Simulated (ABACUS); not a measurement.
**SnO under changes of volume**

One of the cells (17.769 Å³/atom); the others are scaled copies at fixed shape and fractional positions:

```
CELL_PARAMETERS angstrom
3.81370 0.00000 0.00000
0.00000 3.81370 0.00000
0.00000 0.00000 4.88691
ATOMIC_POSITIONS crystal
Sn 0.50000 0.00000 0.76463
Sn 0.00000 0.50000 0.23537
O 0.00000 0.00000 0.00000
O 0.50000 0.50000 0.00000
```

The cell is a database's computed one.

* Program: ABACUS 3.10.1
* Functional: PBEsol
* Potentials or basis: PseudoDojo NC SR 0.4.1 PBEsol standard
* Cutoff: 1143 eV
* Density cutoff: 4572 eV
* Basis: plane waves
* k mesh: 6 × 6 × 5
* Occupations: fermi-dirac, width 0.05 eV
* Spin: no spin polarisation

| volume (Å³/atom) | energy over the lowest point (meV/atom) | pressure (GPa) | largest force (eV/Å) |
| --- | --- | --- | --- |
| 16.703 | 20.94 | 6.6 | 1.138 |
| 17.058 | 9.02 | 4.1 | 0.789 |
| 17.414 | 2.21 | 2.0 | 0.483 |
| 17.769 | 0.00 | 0.0 | 0.184 |
| 18.125 | ? | ? | ? |
| 18.480 | 7.70 | -3.4 | 0.347 |
| 18.835 | 16.82 | -4.9 | 0.583 |

Task: What does the run at 18.125 Å³/atom give?

Result: Energy over the lowest point 1.97 meV/atom; pressure -1.8 GPa; largest force 0.092 eV/Å.

Worked out: A Birch-Murnaghan fit of order 3 (a polynomial in V^(-2/3)) to the other rows has its minimum at 17.77 Å³/atom with B0 = V·E''(V) = 94 GPa and B' = 4.1 at fixed shape and positions, which overstates the stiffness. It gives 1.97 meV/atom at 18.125 Å³/atom, against the run's 1.97, and -dE/dV = -1.8 GPa, against -1.8.

Energies are extrapolated to zero smearing.

Caveats: forces of over 1 eV/Å show positions far from the minimum, so gaps and moduli don't describe the material at rest (some runs).
